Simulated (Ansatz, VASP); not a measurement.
# ZnS: VASP beside Ansatz, part 2 of 2

Wanted: the spread between two codes on one cell, functional and k mesh. The cell is taken from a series of runs on this material, whose earlier steps may have relaxed, scaled, displaced or heated it; both programs get it as it stands.

VASP 6.6.1 and Ansatz 0.2.0.

So far: Starting point; VASP: zone-centre phonons, LDA, pair 1.

## (3) Ansatz: zone-centre phonons, LDA, pair 1

Level of this step: Ansatz beside VASP: Kohn-Sham DFT, plane waves, LDA (Ansatz).

Ansatz runs on its PAW soft_1 files.

The same cell, functional (in two slightly different forms) and mesh now go to Ansatz, which takes its cutoff from its data sets.

Input file input.yaml:

```yaml
crystal:
  lattice:
    - [0.1201132453, 2.6625367081, 2.6625367081]
    - [2.6625367081, 0.1201132453, 2.6625367081]
    - [2.6625367081, 2.6625367081, 0.1201132453]
  atoms:
    - { symbol: S, position: [-0.0045982809, -0.0045982809, -0.0045982809] }
    - { symbol: Zn, position: [0.7545982809, 0.7545982809, 0.7545982809] }
kpoints:
  mp_grid: { grid: [12, 12, 12] }
hamiltonian:
  xc: lda
  pseudopotentials: { kind: paw, azcp: { folder: soft_1 }, xc_functional: pbe }
scf:
  occupations: { method: fixed }
output:
  eigenvalues: true
phonons:
  method: dfpt
  dielectric: true
  rigid_motions: translations
```

Run with:

```bash
$ ansatz run input.yaml --threads 4 --pin off --max-ram 10240MiB --backend cpu --events-out ev --progress --plain --runs-dir out
```

Numbers of over 12 decimals in the logs are rounded to 6 here.

The program printed:

```text
Engine: ansatz 0.2.0, aarch64-unknown-linux-gnu
Pseudopotentials: kind: paw
Pseudopotential: S, paw, valence charge 6, recommended cutoff 420 eV (normal), soft_1/S.paw.azcp
Pseudopotential: Zn, paw, valence charge 12, recommended cutoff 420 eV (normal), soft_1/Zn.paw.azcp
Functional definition: SPW92
  exchange = slater_x
  correlation = pw_c
Crystal: 2 atoms, lattice volume = 35.197 Å³
Basis set: ecut = 420 eV, 683 PW (Γ), exchange–correlation on 54×54×54 points (8 copies of the dense FFT grid, shifted against one another)
Bands: 13, of which v1, the nominal top of the filled ones, is band 9 counted from 1 (8 counted from 0)
Symmetry: 6 space group operations
k-points: 476 of 1728 (irreducible under 2 space group operations, time reversal used)
Non-local potential: S, projectors of the file, l = 0: 2, l = 1: 2, l = 2: 1
Non-local potential: Zn, projectors of the file, l = 0: 2, l = 1: 2, l = 2: 3, l = 3: 1
PAW form: soft (Blöchl's): semilocal exchange-correlation on the pseudo side does not see the compensation charge
PAW frozen core: S, regenerated for the run's functional, and the local potential with it (the file was generated under x = pbe(κ = 0.804, μ = 0.219515), c = pbe(β = 0.066725))
PAW frozen core: Zn, regenerated for the run's functional, and the local potential with it (the file was generated under x = pbe(κ = 0.804, μ = 0.219515), c = pbe(β = 0.066725))
PAW one-centre angular grid: S, 110 points (default); XC on 64 Gauss nodes
PAW one-centre angular grid: Zn, 590 points (default); XC on 64 Gauss nodes
Initial density: superposition of atomic densities (chi_scale 0.1, normalization cell, long waves kept (reshape's long-wave potential 0.00 eV rms))
Initial wavefunctions: pseudopotential atomic-orbital guess
Functional: x = slater, c = lda
SCF iter   1: F=—  HF=-4117.485623 eV  |F-HF|=—  |Δ(HF+E_count)|=         —  Δρ=3.86e-2  dr2=3.51e-1  ethr=3.10e-3  ⟨swp⟩=5.1  Hψ=37121  notcnv=0  defer=936
preconditioner: auto → none  [insulator: Δε(μ)=2.362 eV  Ē_g=13.032 eV  n_scr=14 (ndim 8)  ℏωp=26.6 eV  f_vac=0.000  ε∞_Penn≈5.2]
SCF iter   2: F=—  HF=-4117.389659 eV  |F-HF|=—  |Δ(HF+E_count)|=   9.60e-2  Δρ=1.49e-2  dr2=3.94e-2  ethr=1.95e-3  ⟨swp⟩=3.0  Hψ=14736  notcnv=0  defer=938
SCF iter   3: F=—  HF=-4117.380374 eV  |F-HF|=—  |Δ(HF+E_count)|=   9.28e-3  Δρ=1.00e-2  dr2=1.73e-2  ethr=2.19e-4  ⟨swp⟩=2.0  Hψ=10951  notcnv=0  defer=949
SCF iter   4: F=—  HF=-4117.375347 eV  |F-HF|=—  |Δ(HF+E_count)|=   5.03e-3  Δρ=2.63e-3  dr2=1.50e-3  ethr=9.63e-5  ⟨swp⟩=2.0  Hψ=14759  notcnv=0  defer=949
SCF iter   5: F=—  HF=-4117.375103 eV  |F-HF|=—  |Δ(HF+E_count)|=   2.44e-4  Δρ=6.45e-4  dr2=8.22e-5  ethr=8.35e-6  ⟨swp⟩=2.0  Hψ=10781  notcnv=0  defer=949
SCF iter   6: F=—  HF=-4117.375112 eV  |F-HF|=—  |Δ(HF+E_count)|=   8.98e-6  Δρ=1.83e-4  dr2=5.97e-6  ethr=4.57e-7  ⟨swp⟩=2.2  Hψ=10238  notcnv=0  defer=10
SCF iter   7: F=—  HF=-4117.375110 eV  |F-HF|=—  |Δ(HF+E_count)|=   1.86e-6  Δρ=3.51e-5  dr2=1.71e-7  ethr=3.32e-8  ⟨swp⟩=2.0  Hψ=9480  notcnv=0
SCF iter   8: F=—  HF=-4117.375110 eV  |F-HF|=—  |Δ(HF+E_count)|=   2.05e-7  Δρ=6.26e-6  dr2=6.74e-9  ethr=9.49e-10  ⟨swp⟩=2.6  Hψ=12093  notcnv=0
SCF iter   9: F=—  HF=-4117.375110 eV  |F-HF|=—  |Δ(HF+E_count)|=   5.42e-9  Δρ=8.88e-7  dr2=1.52e-10  ethr=3.75e-11  ⟨swp⟩=2.3  Hψ=10699  notcnv=0
SCF iter  10: F=-4117.375110 eV  HF=-4117.375110 eV  |F-HF|=9.09e-13  |Δ(HF+E_count)|=  1.05e-10  Δρ=3.40e-8  dr2=2.94e-13  ethr=1.00e-12  ⟨swp⟩=8.0  Hψ=42738  notcnv=0
SCF 1 converged in 10 iterations: F = -4117.375110 eV  dr2 = 2.94e-13
  greatest PAW one-centre occupation: 0.983 electrons in one spin orbital (limit 2), on the Zn atom at site 1 (counted from 0), in its partial waves of l = 2
NSCF: frozen V_eff on 5 k-points
DFPT response loops at Γ: preconditioner auto → none (the input reference at scf.mixing.eps_inf says where Resta's filter doesn't serve); β = 0.50; Broyden in place of MSR1
── the response to a field inside a basis, on 12×12×12 k-points: an SCF that follows is theirs, and a resumed run solves both again ──
Bands: 10, of which v1, the nominal top of the filled ones, is band 9 counted from 1 (8 counted from 0)
k-points: 182 of 1728 (time reversal used)
Initial density: handed on by an earlier stage of this run
Initial wavefunctions: pseudopotential atomic-orbital guess (no wavefunctions were taken with the density)
Eigensolver: Dense (182 Hₖ)
SCF iter   1: F=—  HF=-4117.375298 eV  |F-HF|=—  |Δ(HF+E_count)|=         —  Δρ=2.58e-4  dr2=4.85e-6  ethr=1.00e-1
preconditioner: auto → none  [insulator: Δε(μ)=2.260 eV  Ē_g=10.285 eV  n_scr=14 (ndim 8)  ℏωp=26.6 eV  f_vac=0.006  ε∞_Penn≈7.7]
SCF iter   2: F=—  HF=-4117.375298 eV  |F-HF|=—  |Δ(HF+E_count)|=   1.88e-7  Δρ=2.12e-4  dr2=5.82e-6  ethr=2.70e-8
SCF iter   3: F=—  HF=-4117.375301 eV  |F-HF|=—  |Δ(HF+E_count)|=   3.01e-6  Δρ=1.75e-4  dr2=6.25e-6  ethr=2.70e-8
SCF iter   4: F=-4117.375298 eV  HF=-4117.375298 eV  |F-HF|=7.77e-10  |Δ(HF+E_count)|=   2.98e-6  Δρ=6.90e-6  dr2=5.62e-9  ethr=2.70e-8
SCF 1 converged in 4 iterations: F = -4117.375298 eV  dr2 = 5.62e-9
DFPT response loops at Γ: mixed as the last ones told, above
SCF converged after 10 iterations
Free energy (F): -4117.375110 eV
Harris-Foulkes:  -4117.375110 eV  (|F-HF|=9.09e-13)
Internal energy: -4117.375110 eV  (E = F + TS)
E sigma→0 (E₀):  -4117.375110 eV
Fermi energy:    7.229927 eV
--- Per-component energies (eV) ---
  E_band       = 18.580271
  E_kinetic    = 257.747979
  E_local      = -2196.215904  (includes V_loc(G=0)·N_el)
  E_nonlocal   = 857.297595
  E_hartree    = 834.373764
  E_xc         = -167.666033
  E_vxc        = -136.769986  (∫ρ·V_xc dr)
  E_paw        = -2401.862378  (= ΣΔE_a)
  E_vpaw       = -432.226646  (= ΣTr[D̂ρ^β])
  E_aug_tail   = -0.000278  (compensation charges beyond the density's cutoff)
  E_ewald      = -1302.760197
  E_core_change = 1.710341  (= ΣΔE_core)
  E_smearing   = -0.000000  (= −TS)
  E_closure    = 0.000000  (closes the sum)
  Σ components = -4117.375110   (vs F -4117.375110, Δ=0.00e0)
--- Band table (eV; the first three rows and the last of 476) ---
  k-point 0: bands = [... 5 lower, 0.6830, 6.7307, 7.2299, 7.2299, 9.2907, 12.7320, 13.5507, 13.5507]
  k-point 1: bands = [... 5 lower, 0.6827, 6.4504, 6.7784, 7.1420, 9.7322, 12.9485, 13.4293, 13.6778]
  k-point 2: bands = [... 5 lower, 0.6847, 5.3007, 6.4841, 6.9183, 10.2872, 13.2495, 13.6229, 13.9347]
  k-point 475: bands = [... 5 lower, 0.7093, 0.9213, 6.2872, 6.2872, 10.9861, 14.2023, 14.2023, 15.9206]
--- Phonons (Γ-DFPT): 2 representative perturbations + reference, on 476 of 1728 k-points (Σ response iterations 6) ---
  k mesh reduced under 2 symmetry operations, with k and −k counted as one. Each operation leaves every solved perturbation unchanged. A smaller set is not considered because the run solves the response to a homogeneous field
  ASR residual: 2.159e-5 → 0.000e0 eV/Å²; symmetrization residual: 2.024e-6 eV/Å²
  ASR residual per site (eV/Å²): 7.11e-6 2.16e-5
  Γ frequencies (cm⁻¹): 0.00 0.00 0.00 314.47 314.47 317.89
  ε∞ (high-frequency dielectric tensor):
        6.246111     0.144808     0.144808
        0.144808     6.246111     0.144808
        0.144808     0.144808     6.246111
  ε⁰ (static dielectric tensor: ions relaxed, cell fixed):
        8.443603     0.258701     0.258701
        0.258701     8.443603     0.258701
        0.258701     0.258701     8.443603
  ε⁰ − ε∞ (ionic part):
        2.197492     0.113892     0.113892
        0.113892     2.197492     0.113892
        0.113892     0.113892     2.197492
  softest optical mode at Γ: 314.47 cm⁻¹; the repairs (sum rule, projections) moved no ω² at Γ by more than (0.46 cm⁻¹)²
  Born effective charges Z* (e; rows j = field, columns β = displacement):
    site 0:
        -1.83438   -0.05379   -0.05379
        -0.05379   -1.83438   -0.05379
        -0.05379   -0.05379   -1.83438
    site 1:
         1.83438    0.05379    0.05379
         0.05379    1.83438    0.05379
         0.05379    0.05379    1.83438
  Z* charge neutrality: 4.905e-4 e pre-enforcement
  solved inside a basis spanned on kpoints, on 12×12×12 k-points, its susceptibility summed on 16×16×16: ε∞ is read to err by 1.7e-2, Z* by 1.3e-2 e (field_mesh: kpoints solves on kpoints); Z* is corrected for what the basis lacks
  optical modes at Γ without the LO–TO term, one row a degenerate level:
      ω (cm⁻¹)  modes    IR ((D/Å)²/amu)
        314.47      2             6.8006
        317.89      1             4.0446
  optical modes at Γ + LO–TO along q̂ = [1.0000, 0.0000, 0.0000]:
      ω (cm⁻¹)  modes    IR ((D/Å)²/amu)
        314.47      1             3.4003
        316.57      1             3.7853
        367.15      1             3.6596
  optical modes at Γ + LO–TO along q̂ = [0.0000, 1.0000, 0.0000]:
      ω (cm⁻¹)  modes    IR ((D/Å)²/amu)
        314.47      1             3.4003
        316.57      1             3.7853
        367.15      1             3.6596
  optical modes at Γ + LO–TO along q̂ = [0.0000, 0.0000, 1.0000]:
      ω (cm⁻¹)  modes    IR ((D/Å)²/amu)
        314.47      1             3.4003
        316.57      1             3.7853
        367.15      1             3.6596
```

In the SCF lines HF is the Harris–Foulkes energy and dr2 the Hartree energy of the density residual, in eV; the loop may stop once dr2 is under the threshold and the program's other checks hold. Hψ counts applications of the Hamiltonian.

## (4) Differences

Known differences besides the potentials themselves: the two LDA forms differ slightly; fixed occupations in Ansatz, narrow Gaussian smearing in VASP; VASP's response is taken on the typed mesh, Ansatz refines its own for the field response alone; the cutoff is 420 eV in Ansatz and 500 eV in VASP; VASP's log shows a relativistic correction to its local exchange, Ansatz's none. Total energies have different zeros and are not compared.

Compared:

```csv
quantity,Ansatz,VASP,difference
ε∞ xx,6.25,6.19,+0.83 %
ε∞ yy,6.25,6.19,+0.83 %
ε∞ zz,6.25,6.19,+0.83 %
Born charge of S1 (mean of the diagonal) (e),-1.83,-1.85,+0.01
Born charge of Zn2 (mean of the diagonal) (e),1.83,1.85,-0.01
optical mode 1 to 2 (cm⁻¹),314.5,316.0,-0.49 %
optical mode 3 (cm⁻¹),317.9,319.7,-0.57 %
```

Modes are paired by rising frequency, not by their patterns, so a pair may set unlike modes beside each other; they are those without the splitting of longitudinal modes.

## (5) VASP: zone-centre phonons, LDA, pair 2

Second derivatives magnify differences that forces hide, and they need a tight electronic threshold. The cell compared in this pair holds 35.68 Å³, against 35.20 Å³ for the pair before.

Input file INCAR:

```
SYSTEM = ZnS
PREC = Accurate
ENCUT = 500
EDIFF = 1E-08
NELM = 120
ISMEAR = 0
SIGMA = 0.01
LREAL = .FALSE.
ALGO = Normal
GGA = CA
NBANDS = 15
LORBIT = 11
LWAVE = .FALSE.
LCHARG = .FALSE.
ISIF = 2
IBRION = 8
LEPSILON = .TRUE.
LASPH = .TRUE.
GGA_COMPAT = .FALSE.
EFERMI = MIDGAP
KPAR = 2
```

Input file POSCAR:

```
ZnS
1.0
    0.0896568760      2.6585639166      2.6585639166
    2.6585639166      0.0896568760      2.6585639166
    2.6585639166      2.6585639166      0.0896568760
S Zn
1 1
Direct
    0.9966112037      0.9966112037      0.9966112037
    0.7533887963      0.7533887963      0.7533887963
```

Input file KPOINTS:

```
Automatic mesh
0
Gamma
12 12 12
0 0 0
```

PAW data sets: S and Zn (LDA family, release 64).

Run with:

```bash
$ mpirun -np 2 vasp_std
```

The program printed:

```text
[... set-up lines as in an earlier step ...]
 entering main loop
       N       E                     dE             d eps       ncg     rms          rms(c)
DAV:   1     0.806289288939E+02    0.80629E+02   -0.85169E+03  5678   0.143E+03
DAV:   2    -0.344048893828E+01   -0.84069E+02   -0.78871E+02  6307   0.266E+02
DAV:   3    -0.856952233642E+01   -0.51290E+01   -0.51038E+01  7126   0.634E+01
DAV:   4    -0.862165944437E+01   -0.52137E-01   -0.52121E-01  6853   0.663E+00
[...]
DAV:  12    -0.816739827679E+01    0.11460E-06   -0.15673E-06  7327   0.206E-02    0.492E-03
DAV:  13    -0.816739829268E+01   -0.15886E-07   -0.17337E-07  7364   0.495E-03    0.867E-04
DAV:  14    -0.816739829252E+01    0.15939E-09   -0.97765E-09  4263   0.104E-03
   1 F= -.81673983E+01 E0= -.81673983E+01  d E =0.000000E+00
 Linear response reoptimize wavefunctions to high precision
DAV:   1    -0.816739829269E+01   -0.17189E-09   -0.19430E-09  5467   0.732E-04
DAV:   2    -0.816739829273E+01   -0.37971E-10   -0.37358E-10  3374   0.172E-04
 Linear response G [H, r] |phi>, progress :
  Direction:   1
[...]
RMM:  11    -0.103671955140E+00    0.19635E-08   -0.64653E-09 26719   0.233E-05    0.520E-06
 first order change of Fermi-energy  -0.20790E+00
 force on displaced ion       1 direction 1 :  -7.676  -0.003  -0.003
 Born effective charge ion    1 direction 1 :  -1.862  -0.042  -0.042
 Linear response progress:
  Degree of freedom:   2/  2
       N       E                     dE             d eps       ncg     rms          rms(c)
RMM:   1    -0.212393603364E+00   -0.21239E+00    0.82468E-03 20184   0.223E+00
RMM:   2    -0.210288931416E+00    0.21047E-02   -0.31343E-03 22873   0.499E-01    0.132E-01
RMM:   3    -0.210107940048E+00    0.18099E-03   -0.80010E-05 27208   0.732E-02    0.774E-02
RMM:   4    -0.209881135292E+00    0.22680E-03   -0.15409E-05 27098   0.293E-02    0.469E-03
[...]
RMM:   9    -0.209888348946E+00    0.18199E-06    0.34122E-09 28500   0.543E-05    0.175E-05
RMM:  10    -0.209888296551E+00    0.52395E-07    0.16171E-09 28481   0.237E-05    0.128E-06
RMM:  11    -0.209888301407E+00   -0.48565E-08    0.14832E-09 23769   0.121E-05    0.747E-07
 first order change of Fermi-energy   0.20842E+00
 force on displaced ion       2 direction 1 :  -7.674  -0.000  -0.000
 Born effective charge ion    2 direction 1 :   1.861   0.042   0.042
 Born effective charges drift removed
 Linear response finished
```

From OUTCAR (step 5):

```text
  Total        0.8895846      0.8895846      0.8895846     -0.4114658     -0.4114658     -0.4114658
  in kB       39.9449609     39.9449609     39.9449609    -18.4760231    -18.4760231    -18.4760231
  external PRESSURE =      39.9449609 kB  Pullay stress =       0.0000000 kB

 POSITION                                       TOTAL-FORCE (eV/Angst)
 -----------------------------------------------------------------------------------
      5.38846      5.38846      5.38846        -0.001359     -0.001359     -0.001359
      4.07341      4.07341      4.07341         0.001359      0.001359      0.001359
 -----------------------------------------------------------------------------------
    total drift:                                0.000246      0.000246      0.000246

 MACROSCOPIC STATIC DIELECTRIC TENSOR (including local field effects in DFT)
 ------------------------------------------------------
           6.159792     0.104160     0.104160
           0.104160     6.159792     0.104160
           0.104160     0.104160     6.159792
 ------------------------------------------------------

 MACROSCOPIC STATIC DIELECTRIC TENSOR IONIC CONTRIBUTION
 ------------------------------------------------------
           2.291725     0.103956     0.103956
           0.103956     2.291725     0.103956
           0.103956     0.103956     2.291725
 ------------------------------------------------------

[... 1 part as in an earlier step ...]

[... 1 further part left out ...]
```

## (6) Ansatz: zone-centre phonons, LDA, pair 2

The same cell, functional (in two slightly different forms) and mesh now go to Ansatz, which takes its cutoff from its data sets.

The cell is taken from a series of runs on this material, whose earlier steps may have relaxed, scaled, displaced or heated it; both programs get it as it stands.

input.yaml, the sections that differ from step 3:

```yaml
crystal:
  lattice:
    - [0.089656876, 2.6585639166, 2.6585639166]
    - [2.6585639166, 0.089656876, 2.6585639166]
    - [2.6585639166, 2.6585639166, 0.089656876]
  atoms:
    - { symbol: S, position: [-0.0033887963, -0.0033887963, -0.0033887963] }
    - { symbol: Zn, position: [0.7533887963, 0.7533887963, 0.7533887963] }
# kpoints, hamiltonian, scf, output, phonons: as in step 3
```

Run with:

```bash
$ ansatz run input.yaml --threads 4 --pin off --max-ram 10240MiB --backend cpu --events-out ev --progress --plain --runs-dir out
```

The program printed:

```text
[...]
Crystal: 2 atoms, lattice volume = 35.681 Å³
Basis set: ecut = 420 eV, 683 PW (Γ), exchange–correlation on 54×54×54 points (8 copies of the dense FFT grid, shifted against one another)
Bands: 13, of which v1, the nominal top of the filled ones, is band 9 counted from 1 (8 counted from 0)
Symmetry: 6 space group operations
k-points: 476 of 1728 (irreducible under 2 space group operations, time reversal used)
[...]
optical modes at Γ + LO–TO along q̂ = [1.0000, 0.0000, 0.0000]:
      ω (cm⁻¹)  modes    IR ((D/Å)²/amu)
[...]
optical modes at Γ + LO–TO along q̂ = [0.0000, 1.0000, 0.0000]:
      ω (cm⁻¹)  modes    IR ((D/Å)²/amu)
[...]
362.32      1             3.6808
  optical modes at Γ + LO–TO along q̂ = [0.0000, 0.0000, 1.0000]:
      ω (cm⁻¹)  modes    IR ((D/Å)²/amu)
        309.81      1             3.8148
        309.82      1             3.5038
        362.32      1             3.6808
[key lines of the parts left out:]
SCF converged after 9 iterations
Free energy (F): -4117.405104 eV
Fermi energy:    6.984520 eV
```

## (7) Side by side

Both answers:

```csv
quantity,Ansatz,VASP,difference
ε∞ xx,6.21,6.16,+0.82 %
ε∞ yy,6.21,6.16,+0.82 %
ε∞ zz,6.21,6.16,+0.82 %
Born charge of S1 (mean of the diagonal) (e),-1.85,-1.86,+0.01
Born charge of Zn2 (mean of the diagonal) (e),1.85,1.86,-0.01
optical mode 1 to 3 (cm⁻¹),309.8,311.4,-0.52 %
```

Modes are paired by rising frequency, not by their patterns, so a pair may set unlike modes beside each other; they are those without the splitting of longitudinal modes.

## (8) What came out

- r.m.s. difference of the optical zone-centre modes, each program's sorted by frequency (zone-centre phonons, LDA, pair 1): 1.7 cm⁻¹
- difference in ε∞ xx (zone-centre phonons, LDA, pair 1): +0.8 %
- r.m.s. difference of the optical zone-centre modes, each program's sorted by frequency (zone-centre phonons, LDA, pair 2): 1.6 cm⁻¹
- difference in ε∞ xx (zone-centre phonons, LDA, pair 2): +0.8 %

The r.m.s. difference of the optical zone-centre modes, each program's sorted by frequency is 1.7 cm⁻¹ (zone-centre phonons, LDA, pair 1). Among the rows given in per cent, the largest difference of the zone-centre phonons, LDA, pair 1 pair is in ε∞ xx, +0.8 %. Among the rows given in per cent, the largest difference of the zone-centre phonons, LDA, pair 2 pair is in ε∞ xx, +0.8 %. How closely two codes agree says nothing of how well the functional describes the real material.

[Lines on the potential files, build, host, timing and source positions are cut from VASP's logs without a mark.]

[Logs are printed without paths, hosts, clocks, repeated set-up lines and the standing remarks that a program may print on its own settings, such as how far it seeks lower states.]

[Hosts, paths, dates, database ids (printed as entryN), source tags and the programs' standing remarks are cut or masked in the printed files.]
